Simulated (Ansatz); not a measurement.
# BaO (Fm-3m): how far a G0W0 gap depends on its settings

Aim: test how the G0W0 gap of the published phase of BaO (Fm-3m) moves with the number of bands, the screening cutoff and the other choices.

Code: Ansatz 0.2.0. G0W0, plane waves. Computed at 0 K without zero-point motion; spin polarisation is off.

## (1) The structure to begin with

The cell was relaxed beforehand with r2SCAN.

It is cubic, Fm-3m (No. 225); conventional cell a = 5.544 Å, 21.30 Å³ an atom. Around Ba lie 6 O at 2.77 Å; around O lie 6 Ba at 2.77 Å.

The structure in full:

```
CELL_PARAMETERS angstrom
0.00000 2.77194 2.77194
2.77194 0.00000 2.77194
2.77194 2.77194 0.00000
ATOMIC_POSITIONS crystal
Ba 0.00000 0.00000 0.00000
O 0.50000 0.50000 0.50000
```

## (2) 69 empty bands, 80 eV

input.yaml

```yaml
crystal:
  lattice:
    - [0.0, 2.7719428473, 2.7719428473]
    - [2.7719428473, 0.0, 2.7719428473]
    - [2.7719428473, 2.7719428473, 0.0]
  atoms:
    - { symbol: Ba, position: [0.0, 0.0, 0.0] }
    - { symbol: O, position: [0.5, 0.5, 0.5] }
kpoints:
  mp_grid: { grid: [4, 4, 4] }
hamiltonian:
  xc: pbe
scf:
  occupations: { method: fixed }
gw:
  n_empty_bands: 69
  ecut_chi: 80
  qp_bands: [v2, c2]
  qp_kpoints: band_edges
  screening: { model: contour_deformation }
```

Run with:

```
$ ansatz run input.yaml --threads 4 --pin off --max-ram 5529MiB --backend cpu --events-out ev --progress --plain --runs-dir out
```

## (3) 160 empty bands, 140 eV

input.yaml: that of step 2 with these lines changed.

```diff
@@ -15,4 +15,4 @@
 gw:
-  n_empty_bands: 69
-  ecut_chi: 80
+  n_empty_bands: 160
+  ecut_chi: 140
   qp_bands: [v2, c2]
```

## (4) 294 empty bands, 210 eV

input.yaml: that of step 3 with these lines changed.

```diff
@@ -15,4 +15,4 @@
 gw:
-  n_empty_bands: 160
-  ecut_chi: 140
+  n_empty_bands: 294
+  ecut_chi: 210
   qp_bands: [v2, c2]
```

## (5) Starting from HSE06

input.yaml: that of step 4 with these lines changed.

```diff
@@ -11,3 +11,3 @@
 hamiltonian:
-  xc: pbe
+  xc: hse06
 scf:
@@ -15,4 +15,4 @@
 gw:
-  n_empty_bands: 294
-  ecut_chi: 210
+  n_empty_bands: 160
+  ecut_chi: 140
   qp_bands: [v2, c2]
```

## (6) Starting from LDA

input.yaml: that of step 5 with these lines changed.

```diff
@@ -11,3 +11,3 @@
 hamiltonian:
-  xc: hse06
+  xc: lda
 scf:
```

## (7) Starting from r2SCAN

input.yaml: that of step 6 with these lines changed.

```diff
@@ -11,3 +11,3 @@
 hamiltonian:
-  xc: lda
+  xc: r2scan
 scf:
```

## (8) A plasmon pole in place of the full frequency dependence

input.yaml: that of step 7 with these lines changed.

```diff
@@ -11,3 +11,3 @@
 hamiltonian:
-  xc: r2scan
+  xc: pbe
 scf:
@@ -19,2 +19,2 @@
   qp_kpoints: band_edges
-  screening: { model: contour_deformation }
+  screening: { model: godby_needs }
```

## (9) A finer mesh, 6×6×6

input.yaml: that of step 8 with these lines changed.

```diff
@@ -9,3 +9,3 @@
 kpoints:
-  mp_grid: { grid: [4, 4, 4] }
+  mp_grid: { grid: [6, 6, 6] }
 hamiltonian:
@@ -15,6 +15,6 @@
 gw:
-  n_empty_bands: 160
-  ecut_chi: 140
+  n_empty_bands: 69
+  ecut_chi: 80
   qp_bands: [v2, c2]
   qp_kpoints: band_edges
-  screening: { model: godby_needs }
+  screening: { model: contour_deformation }
```

## (10) Norm-conserving pseudopotentials

input.yaml: that of step 9 with these lines changed.

```diff
@@ -9,5 +9,6 @@
 kpoints:
-  mp_grid: { grid: [6, 6, 6] }
+  mp_grid: { grid: [4, 4, 4] }
 hamiltonian:
   xc: pbe
+  pseudopotentials: { kind: nc }
 scf:
@@ -15,4 +16,4 @@
 gw:
-  n_empty_bands: 69
-  ecut_chi: 80
+  n_empty_bands: 160
+  ecut_chi: 140
   qp_bands: [v2, c2]
```

What does the calculation give? Wanted: for each run, start; potentials; frequencies; empty bands; cutoff; Kohn-Sham gap; G0W0 gap.

**Answer**, as computed:

| start | potentials | frequencies | empty bands | cutoff (eV) | mesh | Kohn-Sham gap (eV) | G0W0 gap (eV) |
| --- | --- | --- | --- | --- | --- | --- | --- |
| PBE | PAW | full | 69 | 80 | 4×4×4 | 2.05 | 3.01 |
| PBE | PAW | full | 160 | 140 | 4×4×4 | 2.05 | 3.15 |
| PBE | PAW | full | 294 | 210 | 4×4×4 | 2.05 | 3.27 |
| HSE06 | PAW | full | 160 | 140 | 4×4×4 | 3.32 | 3.76 |
| LDA | PAW | full | 160 | 140 | 4×4×4 | 1.91 | 3.24 |
| r2SCAN | PAW | full | 160 | 140 | 4×4×4 | 2.37 | 3.30 |
| PBE | PAW | pole | 160 | 140 | 4×4×4 | 2.05 | 3.09 |
| PBE | PAW | full | 69 | 80 | 6×6×6 | 2.05 | 3.03 |
| PBE | NC | full | 160 | 140 | 4×4×4 | 2.05 | 3.16 |

Gaps are those on each run's own mesh.

With bands and cutoff raised together, from 69 bands at 80 eV to 294 at 210 eV, the gap moves by +0.27 eV; the steps shown don't fix a limit. The starting point matters: against PBE, HSE06 gives +0.61 eV, LDA gives +0.09 eV, r2SCAN gives +0.15 eV. The plasmon pole changes the gap by -0.061 eV. Norm-conserving potentials change it by +0.009 eV. On the finer mesh the quasiparticle shift is +0.98 eV, against +0.96 eV on the coarse one. Spin-orbit coupling is left out.
